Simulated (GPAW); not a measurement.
# ZnS (Wurtzite-2H) (P6_3mc) in GPAW: further runs

The runs below take ZnS (Wurtzite-2H) through band structure, equation of state, phonons, with LDA, PW91, PBE, PBE+D4.

All numbers are computed with GPAW 26.7.0; they aren't measurements. Logs are shortened: lines on timing, memory, paths and dates and some standing lists are left out, and cuts for length are marked. The log counts tension as positive stress, the text compression.

**The experiment to reproduce.**

From a printed reference work, monograph, for a bulk crystal of ZnS at 4 K: band gap 3.911 eV (direct).

The results are compared with them further down.

### 1 Starting point

Symmetry: P6_3mc, No. 186, hexagonal system. Conventional cell: a = 3.811 Å, b = 3.811 Å, c = 6.234 Å, α = 90.00°, β = 90.00°, γ = 120.00°. Zn (site symmetry 3m) is surrounded by 4 S at 2.31 to 2.40 Å. S (site symmetry 3m) has 4 Zn at 2.31 to 2.40 Å as nearest neighbours.

### 2 Band structure, LDA

run.py

```python
from ase.dft.bandgap import bandgap
from ase.io import read, write
from ase.units import GPa
from gpaw import GPAW, PW

atoms = read('ZnS.cif')

calc = GPAW(mode=PW(800),
            xc='LDA',
            kpts={'size': (6, 6, 3), 'gamma': True},
            occupations={'name': 'fermi-dirac', 'width': 0.05},
            setups='hgh',
            nbands=-13,
            convergence={'density': 1e-05, 'energy': 1e-05},
            maxiter=150,
            txt='gpaw.txt')
atoms.calc = calc
energy = atoms.get_potential_energy()
forces = atoms.get_forces()
stress = atoms.get_stress()
calc.write('gs.gpw')
write('result.traj', atoms)
print(f'Energy: {energy:.6f} eV')
print('Forces (eV/A):')
print(forces.round(4))
print('Stress (GPa):', (stress / GPa).round(3))
print('Fermi level:', round(calc.get_fermi_level(), 4), 'eV')
print(f'Gap: {bandgap(calc)[0]:.4f} eV, direct: {bandgap(calc, direct=True)[0]:.4f} eV')

path = atoms.cell.bandpath('GMKGALHA,LM,KH', npoints=80, eps=1e-4)
bs_calc = calc.fixed_density(kpts=path, symmetry='off', nbands=-26,
                             convergence={'bands': 'CBM+6.0', 'eigenstates': 1e-6}, txt='bands.txt')
bs = bs_calc.band_structure()
bs.write('bs.json')
print(f'Gap on the path: {bandgap(bs_calc)[0]:.4f} eV')
```

ZnS.cif

```cif
data_ZnS
_cell_length_a 3.81100000
_cell_length_b 3.81100000
_cell_length_c 6.23400000
_cell_angle_alpha 90.00000000
_cell_angle_beta 90.00000000
_cell_angle_gamma 120.00000000
_space_group_name_H-M_alt 'P6_3mc'
_space_group_name_Hall 'P 6c -2c'
_space_group_IT_number 186
loop_
_space_group_symop_operation_xyz
'x,y,z'
'x-y,x,z+1/2'
'-y,x-y,z'
'-x,-y,z+1/2'
'-x+y,-x,z'
'y,-x+y,z+1/2'
'y,x,z+1/2'
'x,x-y,z'
'x-y,-y,z+1/2'
'-y,-x,z'
'-x,-x+y,z+1/2'
'-x+y,y,z'
loop_
_atom_site_label
_atom_site_type_symbol
_atom_site_symmetry_multiplicity
_atom_site_Wyckoff_symbol
_atom_site_fract_x
_atom_site_fract_y
_atom_site_fract_z
_atom_site_occupancy
Zn1 Zn 2 b 0.6666666667 0.3333333333 0.5000000000 1
S1 S 2 b 0.6666666667 0.3333333333 0.8850000000 1
```

Potentials or basis: HGH pseudopotentials, pw.

The run is started by

```console
> OMP_NUM_THREADS=1 python run.py
```

gpaw.txt:

```text
__  _  _
 | _ |_)|_||  |
 |__||  | ||/\| - 26.7.0

Input parameters:
  mode=PW(ecut=800.0),
  convergence={'density': 1e-05, 'energy': 1e-05},
  kpts=MonkhorstPack(size=(6, 6, 3), gamma=True),
  maxiter=150,
  nbands=-13,
  occupations=Occupations(name='fermi-dirac', width=0.05),
  setups={'default': 'hgh'},
  xc=XC(name='LDA')

Diagonalizing LCAO Hamiltonian
Converting LCAO to pw mode

            S

            Zn
        S

        Zn

Atoms  # Å, Bohr magnetons
|   | symbol |        x |        y |        z |    initial magnetic moments |
|---|--------|----------|----------|----------|-----------------------------|
| 0 |     Zn | 1.905500 | 1.100141 | 3.117000 | ( 0.0000,  0.0000,  0.0000) |
| 1 |     Zn | 0.000000 | 2.200282 | 0.000000 | ( 0.0000,  0.0000,  0.0000) |
| 2 |      S | 1.905500 | 1.100141 | 5.517090 | ( 0.0000,  0.0000,  0.0000) |
| 3 |      S | 0.000000 | 2.200282 | 2.400090 | ( 0.0000,  0.0000,  0.0000) |

Unit cell  # Å
| periodic |         x |        y |        z |  lengths |     angles |
|----------|-----------|----------|----------|----------|------------|
|      yes |  3.811000 | 0.000000 | 0.000000 | 3.811000 |  90.000000 |
|      yes | -1.905500 | 3.300423 | 0.000000 | 3.811000 |  90.000000 |
|      yes |  0.000000 | 0.000000 | 6.234000 | 6.234000 | 120.000000 |

Number of symmetries: 6
Symmetry operations  # r_c * U_cc + t_c -> r_c
|   | kind |            matrix            |
|---|------|------------------------------|
| 0 |  σ   |  1, 1, 0,  0,-1, 0,  0, 0, 1 |
| 1 |  E   |  1, 0, 0,  0, 1, 0,  0, 0, 1 |
| 2 |  C3  |  0, 1, 0, -1,-1, 0,  0, 0, 1 |
| 3 |  σ   |  0,-1, 0, -1, 0, 0,  0, 0, 1 |
| 4 |  σ   | -1, 0, 0,  1, 1, 0,  0, 0, 1 |
| 5 |  C3  | -1,-1, 0,  1, 0, 0,  0, 0, 1 |

BZ-sampling:
  Number of BZ points: 108
  Number of IBZ points: 17

  Monkhorst-Pack size: [6, 6, 3]
  Monkhorst-Pack shift: [0.08333333333333333, 0.08333333333333333, 0.0]

K-points  # in reciprocal-cell coordinates
|     |                                coordinates |     weight |
|-----|--------------------------------------------|------------|
|   0 | (  0.00000000,   0.00000000,   0.00000000) | 0.00925926 |
|   1 | (  0.00000000,   0.00000000,   0.33333333) | 0.01851852 |
|   2 | (  0.16666667,   0.00000000,  -0.33333333) | 0.05555556 |
|   3 | (  0.16666667,   0.00000000,   0.00000000) | 0.05555556 |
|   4 | (  0.16666667,   0.00000000,   0.33333333) | 0.05555556 |
|   5 | (  0.33333333,  -0.16666667,   0.00000000) | 0.05555556 |
|   6 | (  0.33333333,  -0.16666667,   0.33333333) | 0.11111111 |
|   7 | (  0.33333333,   0.00000000,  -0.33333333) | 0.05555556 |
|   8 | (  0.33333333,   0.00000000,   0.00000000) | 0.05555556 |
|   9 | (  0.33333333,   0.00000000,   0.33333333) | 0.05555556 |
| ... |                                            |            |
|  16 | (  0.50000000,   0.50000000,   0.33333333) | 0.05555556 |

Plane wave coefficients: 4044
Cutoff: 800.0 eV

Spin-components: 1 (collinear spins)
Bands:           21
Projectors:      20
Spin-degeneracy: 2
Datatype:        complex128

Parallelization:
  kpt:    1
  domain: 1
  band:   1

Density:
  Valence electrons: 16.0
  Components: 1
  Grid points: [25 25 42]
  Charge: 0.0  # |e|

Potential:
  Grid points: [25 25 42]

species:
  HGH setup for Zn
      Valence Z=2, rloc=0.57000
      Local part coeffs: zeros
      Projectors:
          l=0, rc=0.64071
          l=1, rc=0.96761
          l=2, rc=1.33035
      Diagonal coefficients of nonlocal parts:
          l=0:  2.08856, -0.21827, -0.94132
          l=1:  0.16355, -0.22709
          l=2:  0.01049

    LCAO basis set for Zn:
      Name: atompaw.sz
      This basis set was not loaded from a file
      Number of radial functions: 1
      Number of spherical harmonics: 1
        l=0, rc=8.9500 Bohr: 1s e=-0.227 f=2.000
      Number of RI-basis functions 0

  HGH setup for S
      Valence Z=6, rloc=0.42000
      Local part coeffs: -6.55449
      Projectors:
          l=0, rc=0.36176
          l=1, rc=0.40529
      Diagonal coefficients of nonlocal parts:
          l=0:  7.90530,  4.47170
          l=1:  3.86658,  0.00000

    LCAO basis set for S:
      Name: atompaw.sz
      This basis set was not loaded from a file
      Number of radial functions: 2
      Number of spherical harmonics: 4
        l=0, rc=8.9500 Bohr: 1s e=-0.635 f=2.000
        l=1, rc=8.9500 Bohr: 1p e=-0.261 f=4.000
      Number of RI-basis functions 0

Reference energy: 0.000000  # eV

eigensolver:
  PPCG
  Converge bands: occupied
  niter=2

density mixing:
  MSR1-Mixer
  Pratt-step length: 0.05
  Maximum mixing coefficient: 0.75
  Old densities: 10
  SVD Regularization: 0.005
  Good broyden scale: 1.0
  Trust region scale: 1.0
  Backstep threshold: 4.0
  History deletion threshold: 6.0
  Fourier metric: weight=20.0, sigma=0.015

occupation numbers:
  Fermi-Dirac:
    width: 0.0500  # eV

poisson solver:
  ecut: 6400.0  # eV

xc functional:
  name: None

convergence criteria:
- Maximum integral of absolute [dens]ity change: 1e-05 electrons / valence electron
- Maximum [total energy] change in last 3 cyles: 1e-05 eV / valence electron
- Maximum integral of absolute [eigenst]ate change: 4e-08 eV^2 / valence electron
maximum number of iterations: 150

SCF iterations
|iter     | |      energy | eigst |  dens |
|---------|-|-------------|-------|-------|
|iter:   1| | -623.616171 | +0.12 |       |
|iter:   2| | -623.578658 | -1.20 | -0.89 |
|iter:   3| | -623.188966 | -1.79 | -0.92 |
|iter:   4| | -623.193365 | -3.21 | -1.59 |
|iter:   5| | -623.195080 | -4.03 | -1.95 |
|iter:   6| | -623.194940 | -4.88 | -2.67 |
|iter:   7| | -623.194935c| -6.18 | -3.19 |
|iter:   8| | -623.194935c| -7.29 | -3.75 |
|iter:   9| | -623.194935c| -7.86c| -4.58 |
|iter:  10| | -623.194935c| -8.52c| -5.06c|

Converged in 10 steps
Energy contributions relative to reference atoms: (reference = 0.000000)

Energy contributions:
  Kinetic:         351.044699
  Coulomb:        -788.655590
  Zero:            -37.298549
  External:          0.000000
  Xc:             -148.285495
  Entropy:          -0.000000
  Spinorbit:         0.000000
  ----------------------------
  Free energy:    -623.194935
  Extrapolated:   -623.194935

dipole moment: (0.000000, -0.000000, -1.946709)  # |e|*Ang

Fermi level: 2.596
Eigenvalues  # (at kpt = [0.000, 0.000, 0.000])
| band index |      eig [eV] | occ [0-2] |
|------------|---------------|-----------|
|          0 |       -11.129 |     2.000 |
|          1 |       -10.013 |     2.000 |
|          2 |        -3.337 |     2.000 |
|          3 |         0.627 |     2.000 |
|          4 |         0.627 |     2.000 |
|          5 |         1.367 |     2.000 |
[... 8 lines left out ...]
|         14 |         9.481 |     0.000 |
|         15 |        11.215 |     0.000 |
|        ... |               |           |
|         20 |        14.024 |     0.000 |

Gap: 2.688 eV
Transition (v -> c):
  (s=0, k=0, n=7, [0.00, 0.00, 0.00]) -> (s=0, k=0, n=8, [0.00, 0.00, 0.00])
No difference between direct/indirect transitions

Forces  # eV/Ang
|        x |        y |        z |
|----------|----------|----------|
| -0.00000 | -0.00000 |  0.19611 |  # Zn   0
|  0.00000 |  0.00000 |  0.19611 |  # Zn   1
| -0.00000 | -0.00000 | -0.19638 |  # S    2
| -0.00000 |  0.00000 | -0.19626 |  # S    3

Stress tensor  # eV/Ang^3
|         x |         y |        z |
|-----------|-----------|----------|
|  0.099298 | -0.000000 | 0.000000 |
| -0.000000 |  0.099298 | 0.000000 |
|  0.000000 |  0.000000 | 0.095585 |

# Writing to gs.gpw (mode='')
```

stdout:

```text
Energy: -623.194935 eV
Forces (eV/A):
[[-0.     -0.      0.1961]
 [ 0.      0.      0.1961]
 [-0.     -0.     -0.1964]
 [-0.      0.     -0.1963]]
Stress (GPa): [15.909 15.909 15.314  0.     0.    -0.   ]
Fermi level: 2.5964 eV
Gap: 2.6883 eV, direct: 2.6883 eV
Gap on the path: 2.6883 eV
```

bands.txt:

```text
Diagonalizing LCAO Hamiltonian
Converting LCAO to pw mode
convergence criteria:
- Maximum integral of absolute [eigenst]ate change: 1e-06 eV^2 / valence electron
maximum number of iterations: 150

SCF iterations
|iter     | |      energy | eigst |  dens |
[... 87 lines left out ...]
         [0.5       , 0.        , 0.08333333],
         [0.5       , 0.        , 0.        ],
         [0.33333333, 0.33333333, 0.        ],
         [0.33333333, 0.33333333, 0.08333333],
         [0.33333333, 0.33333333, 0.16666667],
         [0.33333333, 0.33333333, 0.25      ],
         [0.33333333, 0.33333333, 0.33333333],
         [0.33333333, 0.33333333, 0.41666667],
         [0.33333333, 0.33333333, 0.5       ]])),
  maxiter=150,
  nbands=-26,
  occupations=Occupations(name='fermi-dirac', width=0.05),
  setups={'default': 'hgh'},
  symmetry=Symmetry(point_group=False, time_reversal=False),
  xc=XC(name='LDA')
```

Wall time 1.7 min (1 thread of Arm Neoverse V2, shared host); peak memory 0.47 GiB.

What came out:

```yaml
Free_energy: -623.1949 eV
Pressure: -15.7 GPa
Largest_force: 0.196 eV/Å
Band_gap_on_the_k_mesh: 2.69 eV, direct
Band_gap_along_the_path: 2.69 eV, direct
```

Forces on the atoms (eV/Å):
```
Zn   0.000  0.000  0.196
Zn   0.000  0.000  0.196
S    0.000  0.000 -0.196
S    0.000  0.000 -0.196
```

Levels at the corners of the path, in eV from the valence-band top:
| point | band 4 | band 5 | band 6 | band 7 | band 8 | band 9 | band 10 | band 11 | band 12 | band 13 |
| --- | --- | --- | --- | --- | --- | --- | --- | --- | --- | --- |
| Γ | -0.89 | -0.89 | -0.15 | -0.15 | 0.00 | 2.69 | 3.33 | 6.66 | 6.66 | 7.01 |
| M | -4.13 | -2.95 | -2.05 | -1.49 | -0.92 | 3.77 | 4.67 | 5.32 | 7.38 | 7.91 |
| K | -4.15 | -3.68 | -2.19 | -2.09 | -2.09 | 4.60 | 6.53 | 6.53 | 7.83 | 8.14 |
| Γ | -0.89 | -0.89 | -0.15 | -0.15 | 0.00 | 2.69 | 3.33 | 6.66 | 6.66 | 7.01 |
| A | -2.88 | -0.54 | -0.54 | -0.54 | -0.54 | 3.94 | 3.94 | 7.06 | 7.06 | 7.06 |
| L | -4.87 | -1.54 | -1.54 | -1.39 | -1.39 | 3.84 | 3.84 | 5.36 | 5.36 | 9.30 |
| H | -4.61 | -3.05 | -3.05 | -1.07 | -1.07 | 4.82 | 4.82 | 6.63 | 6.63 | 7.87 |
| A | -2.88 | -0.54 | -0.54 | -0.54 | -0.54 | 3.94 | 3.94 | 7.06 | 7.06 | 7.06 |
| L | -4.87 | -1.54 | -1.54 | -1.39 | -1.39 | 3.84 | 3.84 | 5.36 | 5.36 | 9.30 |
| M | -4.13 | -2.95 | -2.05 | -1.49 | -0.92 | 3.77 | 4.67 | 5.32 | 7.38 | 7.91 |
| K | -4.15 | -3.68 | -2.19 | -2.09 | -2.09 | 4.60 | 6.53 | 6.53 | 7.83 | 8.14 |
| H | -4.61 | -3.05 | -3.05 | -1.07 | -1.07 | 4.82 | 4.82 | 6.63 | 6.63 | 7.87 |

Caveat: so large a pressure means that the cell lies far from this level's equilibrium, or that cutoff or potentials fall short; HGH potentials are hard and often keep d shells in the core, so these values are rough.

### 3 Band structure, PW91

run.py: that of step 2 with these lines changed.

```diff
@@ -3,12 +3,13 @@
 from ase.units import GPa
-from gpaw import GPAW, PW
+from gpaw import GPAW, PW, setup_paths
 
-atoms = read('ZnS.cif')
+setup_paths.insert(0, '.')
 
-calc = GPAW(mode=PW(800),
-            xc='LDA',
+atoms = read('ZnS.xyz')
+
+calc = GPAW(mode=PW(600),
+            xc='GGA_X_PW91+GGA_C_PW91',
             kpts={'size': (6, 6, 3), 'gamma': True},
             occupations={'name': 'fermi-dirac', 'width': 0.05},
-            setups='hgh',
-            nbands=-13,
+            nbands=31,
             convergence={'density': 1e-05, 'energy': 1e-05},
@@ -30,3 +31,3 @@
 path = atoms.cell.bandpath('GMKGALHA,LM,KH', npoints=80, eps=1e-4)
-bs_calc = calc.fixed_density(kpts=path, symmetry='off', nbands=-26,
+bs_calc = calc.fixed_density(kpts=path, symmetry='off', nbands=48,
                              convergence={'bands': 'CBM+6.0', 'eigenstates': 1e-6}, txt='bands.txt')
```

ZnS.xyz

```xyz
4
Lattice="3.8110000000 0.0000000000 0.0000000000 -1.9055000000 3.3004228138 0.0000000000 0.0000000000 0.0000000000 6.2340000000" Properties=species:S:1:pos:R:3 pbc="T T T"
Zn     1.9055000002      1.1001409378      3.1170000000
Zn    -0.0000000002      2.2002818760      0.0000000000
S      1.9055000002      1.1001409378      5.5170900000
S     -0.0000000002      2.2002818760      2.4000900000
```

Potentials or basis: PAW data sets generated in the run's folder for this functional, pw.

The run is started by

```console
> gpaw-setup -f GGA_X_PW91+GGA_C_PW91 S Zn
> OMP_NUM_THREADS=1 python run.py
```

It took 2.1 min on 1 thread of Arm Neoverse V2, shared host; peak memory 0.43 GiB.

It converged, with:

- Free energy: -13.8938 eV
- Pressure: 2.0 GPa
- Largest force: 0.324 eV/Å
- Band gap on the k mesh: 2.21 eV, direct
- Band gap along the path: 2.21 eV, direct

Forces on the atoms (eV/Å):
```
Zn   0.000  0.000  0.323
Zn   0.000  0.000  0.323
S    0.000  0.000 -0.324
S    0.000  0.000 -0.324
```

Stress tensor (GPa, compression positive):
```
2.66 0.00 0.00
0.00 2.66 0.00
0.00 0.00 0.62
```

Levels at the corners of the path, in eV from the valence-band top:
| point | band 15 | band 16 | band 17 | band 18 | band 19 | band 20 | band 21 | band 22 |
| --- | --- | --- | --- | --- | --- | --- | --- | --- |
| Γ | -0.86 | -0.01 | -0.01 | 0.00 | 2.21 | 2.97 | 6.27 | 6.27 |
| M | -3.15 | -2.24 | -1.56 | -0.98 | 3.60 | 4.24 | 5.16 | 7.11 |
| K | -3.86 | -2.21 | -2.21 | -2.21 | 4.46 | 5.89 | 5.89 | 7.87 |
| Γ | -0.86 | -0.01 | -0.01 | 0.00 | 2.21 | 2.97 | 6.27 | 6.27 |
| A | -0.45 | -0.45 | -0.45 | -0.45 | 3.48 | 3.48 | 6.70 | 6.70 |
| L | -1.66 | -1.66 | -1.53 | -1.53 | 3.60 | 3.60 | 5.13 | 5.13 |
| H | -3.11 | -3.11 | -1.25 | -1.25 | 4.52 | 4.52 | 6.46 | 6.46 |
| A | -0.45 | -0.45 | -0.45 | -0.45 | 3.48 | 3.48 | 6.70 | 6.70 |
| L | -1.66 | -1.66 | -1.53 | -1.53 | 3.60 | 3.60 | 5.13 | 5.13 |
| M | -3.15 | -2.24 | -1.56 | -0.98 | 3.60 | 4.24 | 5.16 | 7.11 |
| K | -3.86 | -2.21 | -2.21 | -2.21 | 4.46 | 5.89 | 5.89 | 7.87 |
| H | -3.11 | -3.11 | -1.25 | -1.25 | 4.52 | 4.52 | 6.46 | 6.46 |

### 4 Equation of state, PBE

run.py

```python
from ase.eos import EquationOfState
from ase.io import Trajectory, read
from ase.units import GPa
from gpaw import GPAW

atoms = read('ZnS.cif')

traj = Trajectory('eos.traj', 'w')
volumes, energies = [], []
for x in [0.94, 0.96, 0.98, 1.0, 1.02, 1.04, 1.06]:
    a = atoms.copy()
    a.set_cell(atoms.cell * x**(1 / 3), scale_atoms=True)
    calc = GPAW(mode='fd',
                h=0.16,
                xc='PBE',
                kpts={'size': (6, 6, 3), 'gamma': True},
                occupations={'name': 'fermi-dirac', 'width': 0.05},
                nbands=31,
                convergence={'density': 1e-05, 'energy': 1e-05},
                maxiter=150,
                txt=f'eos-{x:.2f}.txt')
    a.calc = calc
    energies.append(a.get_potential_energy(force_consistent=True))
    volumes.append(a.get_volume())
    calc.write(f'eos-{x:.2f}.gpw')
    traj.write(a)
    print(f'{x:.2f} {volumes[-1]:10.4f} A^3 {energies[-1]:14.6f} eV', flush=True)

v0, e0, B = EquationOfState(volumes, energies, eos='birchmurnaghan').fit()
print(f'V0 = {v0:.4f} A^3, E0 = {e0:.6f} eV, B0 = {B / GPa:.2f} GPa')
```

ZnS.cif

```cif
data_ZnS
_cell_length_a 3.81100000
_cell_length_b 3.81100000
_cell_length_c 6.23400000
_cell_angle_alpha 90.00000000
_cell_angle_beta 90.00000000
_cell_angle_gamma 120.00000000
_space_group_name_H-M_alt 'P1'
_space_group_name_Hall 'P 1'
_space_group_IT_number 1
loop_
_space_group_symop_operation_xyz
'x,y,z'
loop_
_atom_site_label
_atom_site_type_symbol
_atom_site_symmetry_multiplicity
_atom_site_Wyckoff_symbol
_atom_site_fract_x
_atom_site_fract_y
_atom_site_fract_z
_atom_site_occupancy
Zn1 Zn 1 a 0.6666666667 0.3333333333 0.5000000000 1
Zn2 Zn 1 a 0.3333333333 0.6666666667 0.0000000000 1
S1 S 1 a 0.6666666667 0.3333333333 0.8850000000 1
S2 S 1 a 0.3333333333 0.6666666667 0.3850000000 1
```

Potentials or basis: GPAW PAW data sets (gpaw-data 1.2.1), fd.

The run is started by

```console
> OMP_NUM_THREADS=1 python run.py
```

Run time: 9.5 min. Hardware: 1 thread of Arm Neoverse V2, shared host; peak memory 0.94 GiB.

It converged, with:

```
Equilibrium volume                        : 20.24 Å³/atom
Bulk modulus at fixed shape and positions : 71 GPa
Pressure derivative of the bulk modulus   : 3.9
```

Energy against volume, from the lowest point:
```tsv
volume (Å³/atom)	energy (meV/atom)
18.427	41.52
18.819	24.53
19.211	12.32
19.603	4.42
19.995	0.43
20.387	0.00
20.779	2.83
```

Caveat: the real-space grid adds noise to forces; the cell was scaled at fixed shape and fractional positions, which overstates the stiffness of a crystal with free parameters, most of all of layers and chains.

[end of part 1 of 2]
